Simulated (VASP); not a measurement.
## VASP 6.6.1, r²SCAN single-point calculation, AlN (strained rocksalt)

INCAR

```
NBANDS = 11
PREC = Accurate
LELF = .TRUE.
ENCUT = 520
ALGO = Normal
ISMEAR = 0
LASPH = .TRUE.
EDIFF = 1E-7
NELM = 120
IBRION = -1
SIGMA = 0.01
NSW = 0
LREAL = .FALSE.
LWAVE = .FALSE.
LCHARG = .TRUE.
METAGGA = R2SCAN
ISIF = 2
```

KPOINTS

```
KPOINTS created by Atomic Simulation Environment
0
Gamma
10 10 10
0 0 0
```

KPOINTS_OPT

```
special points
6
Reciprocal
0.0000000000 0.0000000000 0.0000000000 1
0.5000000000 0.0000000000 0.5000000000 1
0.6250000000 0.2500000000 0.6250000000 1
0.3750000000 0.3750000000 0.7500000000 1
0.5000000000 0.5000000000 0.5000000000 1
0.5000000000 0.2500000000 0.7500000000 1
```

POSCAR

```
Al N
 1.0000000000000000
     0.0000000000000000    2.0865005383000002    2.0865005383000002
     2.0865005383000002    0.0000000000000000    2.0865005383000002
     2.0865005383000002    2.0865005383000002    0.0000000000000000
 Al  N
   1   1
Cartesian
  0.0000000000000000  0.0000000000000000  0.0000000000000000
  2.0865005383000002  2.0865005383000002  2.0865005383000002
```

VASP ran with the recommended PBE PAW datasets (8 valence electrons in the cell).

Command

```
mpirun -np 1 vasp_std
```

OSZICAR

```
N       E                     dE             d eps       ncg     rms          rms(c)
DAV:   1     0.439805605221E+01    0.43981E+01   -0.40655E+03  1074   0.638E+02
DAV:   2    -0.216104789644E+02   -0.26009E+02   -0.24788E+02  1223   0.141E+02
DAV:   3    -0.224242611298E+02   -0.81378E+00   -0.81294E+00  1284   0.223E+01
DAV:   4    -0.224278550281E+02   -0.35939E-02   -0.35936E-02  1172   0.163E+00
DAV:   5    -0.224278940521E+02   -0.39024E-04   -0.39024E-04  1216   0.158E-01    0.747E+00
DAV:   6    -0.186677710756E+02    0.37601E+01   -0.58977E+00  1109   0.123E+01    0.317E+00
DAV:   7    -0.187422743841E+02   -0.74503E-01   -0.31147E-01  1181   0.401E+00    0.193E+00
DAV:   8    -0.187605796145E+02   -0.18305E-01   -0.40755E-02  1079   0.155E+00    0.323E-01
DAV:   9    -0.187602117901E+02    0.36782E-03   -0.19282E-03  1184   0.280E-01    0.884E-02
DAV:  10    -0.187604238534E+02   -0.21206E-03   -0.23609E-04  1148   0.122E-01    0.189E-02
DAV:  11    -0.187604227788E+02    0.10746E-05   -0.48791E-05  1230   0.380E-02    0.665E-03
DAV:  12    -0.187604227677E+02    0.11078E-07   -0.28323E-06  1145   0.138E-02    0.541E-03
DAV:  13    -0.187604227195E+02    0.48272E-07   -0.94082E-08   672   0.243E-03
   1 F= -.18760423E+02 E0= -.18760423E+02  d E =-.349018E-44
       N       E                     dE             ncg
DAV:   1     0.488829859513E+03   -0.17432E+04      140
DAV:   2     0.330814551245E+03   -0.15802E+03      164
DAV:   3     0.326710730555E+03   -0.41038E+01      156
DAV:   4     0.326684024217E+03   -0.26706E-01      164
DAV:   5     0.326683743438E+03   -0.28078E-03      153
DAV:   6     0.326683738731E+03   -0.47068E-05      161
DAV:   7     0.326683738644E+03   -0.86975E-07      159
```

From OUTCAR

```
k-points           NKPTS =     47   k-points in BZ     NKDIM =     47   number of bands    NBANDS=     11

   NELECT =       8.0000    total number of electrons

   dimension x,y,z NGX =    24 NGY =   24 NGZ =   24
   dimension x,y,z NGXF=    48 NGYF=   48 NGZF=   48

  energy-cutoff  :      520.00
  volume of cell :       18.17
      direct lattice vectors                 reciprocal lattice vectors
     0.000000000  2.086500538  2.086500538    -0.239635692  0.239635692  0.239635692
     2.086500538  0.000000000  2.086500538     0.239635692 -0.239635692  0.239635692
     2.086500538  2.086500538  0.000000000     0.239635692  0.239635692 -0.239635692

 k-points in reciprocal lattice and weights: KPOINTS created by Atomic Simulation Env
   0.00000000  0.00000000  0.00000000       0.001
   0.10000000  0.00000000  0.00000000       0.008
   0.20000000  0.00000000  0.00000000       0.008
   0.30000000  0.00000000  0.00000000       0.008
   0.40000000  0.00000000  0.00000000       0.008
   0.50000000  0.00000000  0.00000000       0.004
   0.10000000  0.10000000  0.00000000       0.006
   0.20000000  0.10000000  0.00000000       0.024
   ...

 E-fermi :   8.6982

 k-point     1 :       0.0000    0.0000    0.0000
  band No.  band energies     occupation
      1      -8.9604      2.00000
      2       8.6026      2.00000
      3       8.6026      2.00000
      4       8.6026      2.00000
      5      13.7603      0.00000
      6      21.1889      0.00000
      7      21.1889      0.00000
      8      21.1889      0.00000
      9      26.4517      0.00000
     10      26.4517      0.00000
     11      26.7217      0.00000

 k-point     2 :       0.1000    0.0000    0.0000
  band No.  band energies     occupation
      1      -8.7705      2.00000
      2       7.5789      2.00000
      3       8.4921      2.00000
      4       8.4921      2.00000
      5      14.4552      0.00000
      6      20.3547      0.00000
      7      21.4609      0.00000
      8      21.4609      0.00000
      9      24.8427      0.00000
     10      24.8427      0.00000
     11      26.9589      0.00000

 k-point     3 :       0.2000    0.0000    0.0000
  band No.  band energies     occupation
      1      -8.2226      2.00000
      2       5.4969      2.00000
      3       8.2225      2.00000
      4       8.2225      2.00000
      5      15.3213      0.00000
      6      19.7302      0.00000
      7      21.4916      0.00000
      8      21.4916      0.00000
      9      24.3794      0.00000
     10      24.3794      0.00000
     11      26.2289      0.00000

 k-point     4 :       0.3000    0.0000    0.0000
  band No.  band energies     occupation
      1      -7.3987      2.00000
      2       3.2940      2.00000
      3       7.9210      2.00000
      4       7.9210      2.00000
      5      15.3246      0.00000
      6      20.4120      0.00000
      7      20.6546      0.00000
      8      20.6546      0.00000
      9      25.4828      0.00000
     10      25.9366      0.00000
     11      25.9366      0.00000

 k-point     5 :       0.4000    0.0000    0.0000
  band No.  band energies     occupation
      1      -6.5197      2.00000
      2       1.5030      2.00000
      3       7.6982      2.00000
      4       7.6982      2.00000
      5      15.0310      0.00000
      6      19.9650      0.00000
      7      19.9650      0.00000
      8      21.3892      0.00000
      9      25.0927      0.00000
     10      28.1604      0.00000
     11      28.1604      0.00000

 k-point     6 :       0.5000    0.0000    0.0000
  band No.  band energies     occupation
      1      -6.0893      2.00000
      2       0.7563      2.00000
      3       7.6174      2.00000
      4       7.6174      2.00000
      5      14.9050      0.00000
      6      19.7211      0.00000
      7      19.7211      0.00000
      8      21.7638      0.00000
      9      25.0486      0.00000
     10      29.5006      0.00000
     11      29.5006      0.00000

 k-point     7 :       0.1000    0.1000    0.0000
  band No.  band energies     occupation
      1      -8.7077      2.00000
      2       7.6329      2.00000
      3       8.2624      2.00000
      4       8.2624      2.00000
      5      14.7249      0.00000
      6      19.7897      0.00000
      7      21.7351      0.00000
      8      21.7351      0.00000
      9      23.1105      0.00000
     10      26.7645      0.00000
     11      27.9500      0.00000

 k-point     8 :       0.2000    0.1000    0.0000
  band No.  band energies     occupation
      1      -8.2804      2.00000
      2       6.0861      2.00000
      3       7.9144      2.00000
      4       8.0381      2.00000
      5      15.6451      0.00000
      6      18.9527      0.00000
      7      21.1320      0.00000
      8      22.1164      0.00000
      9      22.8646      0.00000
     10      26.1442      0.00000
     11      27.7463      0.00000

 k-point     9 :       0.3000    0.1000    0.0000
  band No.  band energies     occupation
      1      -7.5466      2.00000
      2       4.0311      2.00000
      3       7.5976      2.00000
      4       7.6672      2.00000
      5      15.9762      0.00000
      6      19.3718      0.00000
      7      19.8407      0.00000
      8      21.6318      0.00000
      9      24.2678      0.00000
     10      26.9910      0.00000
     11      27.1929      0.00000

 k-point    10 :       0.4000    0.1000    0.0000
  band No.  band energies     occupation
      1      -6.6677      2.00000
      2       2.1459      2.00000
      3       7.2463      2.00000
      4       7.4166      2.00000
      5      15.7471      0.00000
      6      18.9942      0.00000
      7      20.7587      0.00000
      8      20.8039      0.00000
      9      25.6043      0.00000
     10      27.2259      0.00000
     11      28.8340      0.00000

 k-point    11 :       0.5000    0.1000    0.0000
  band No.  band energies     occupation
      1      -6.0378      2.00000
      2       1.0266      2.00000
      3       6.9274      2.00000
      4       7.4183      2.00000
      5      15.6050      0.00000
      6      18.6975      0.00000
      7      20.2395      0.00000
      8      21.7207      0.00000
      9      26.0954      0.00000
     10      28.3075      0.00000
     11      29.7506      0.00000

 k-point    12 :      -0.4000    0.1000    0.0000
  band No.  band energies     occupation
      1      -6.1839      2.00000
      2       1.2755      2.00000
      3       6.7996      2.00000
      4       7.5993      2.00000
      5      15.6861      0.00000
      6      18.9291      0.00000
      7      20.1130      0.00000
      8      21.5459      0.00000
      9      26.3515      0.00000
     10      27.9991      0.00000
     11      28.9182      0.00000

 k-point    13 :      -0.3000    0.1000    0.0000
  band No.  band energies     occupation
      1      -6.9604      2.00000
      2       2.7287      2.00000
      3       6.9055      2.00000
      4       7.9097      2.00000
      5      15.9442      0.00000
      6      19.6492      0.00000
      7      20.4302      0.00000
      8      20.4839      0.00000
      9      25.4950      0.00000
     10      26.7326      0.00000
     11      28.0051      0.00000

 k-point    14 :      -0.2000    0.1000    0.0000
  band No.  band energies     occupation
      1      -7.8194      2.00000
      2       4.7043      2.00000
      3       7.2573      2.00000
      4       8.2511      2.00000
      5      16.0336      0.00000
      6      19.3510      0.00000
      7      20.7069      0.00000
      8      21.3645      0.00000
      9      23.4104      0.00000
     10      26.3442      0.00000
     11      27.4034      0.00000

 k-point    15 :      -0.1000    0.1000    0.0000
  band No.  band energies     occupation
      1      -8.4616      2.00000
      2       6.5450      2.00000
      3       7.8634      2.00000
      4       8.4857      2.00000
      5      15.2734      0.00000
      6      19.5434      0.00000
      7      21.5651      0.00000
      8      21.8923      0.00000
      9      22.9553      0.00000
     10      25.2558      0.00000
     11      27.7307      0.00000

 k-point    16 :       0.2000    0.2000    0.0000
  band No.  band energies     occupation
      1      -7.9844      2.00000
      2       5.7871      2.00000
      3       7.4895      2.00000
      4       7.4895      2.00000
      5      16.1713      0.00000
      6      17.7072      0.00000
      7      20.1909      0.00000
      8      22.9764      0.00000
      9      22.9764      0.00000
     10      27.6809      0.00000
     11      29.7781      0.00000

 ...

  Total       -2.6283124     -2.6283124     -2.6283124      0.0000000     -0.0000000      0.0000000
  in kB     -231.7939321   -231.7939321   -231.7939321      0.0000000     -0.0000000      0.0000000
  external PRESSURE =    -231.7939321 kB  Pullay stress =       0.0000000 kB

 POSITION                                       TOTAL-FORCE (eV/Angst)
 -----------------------------------------------------------------------------------
      0.00000      0.00000      0.00000        -0.000000      0.000000     -0.000000
      2.08650      2.08650      2.08650         0.000000     -0.000000      0.000000
 -----------------------------------------------------------------------------------
    total drift:                               -0.000000     -0.000000      0.000000

  FREE ENERGIE OF THE ION-ELECTRON SYSTEM (eV)
  ---------------------------------------------------
  free  energy   TOTEN  =       -18.7604227195 eV

  energy  without entropy=      -18.7604227195  energy(sigma->0) =      -18.76042272
```

```yaml
gap_between_bands_v_and_c: 4.56 eV
least_direct_gap: 5.16 eV
pressure: -23.2 GPa
```

Band v is the last that the valence electrons fill when counted band by band, and c is the next.

The run took about 27 s on one core of a shared host (Intel Xeon Platinum 8488C) and held 0.15 GiB at most.
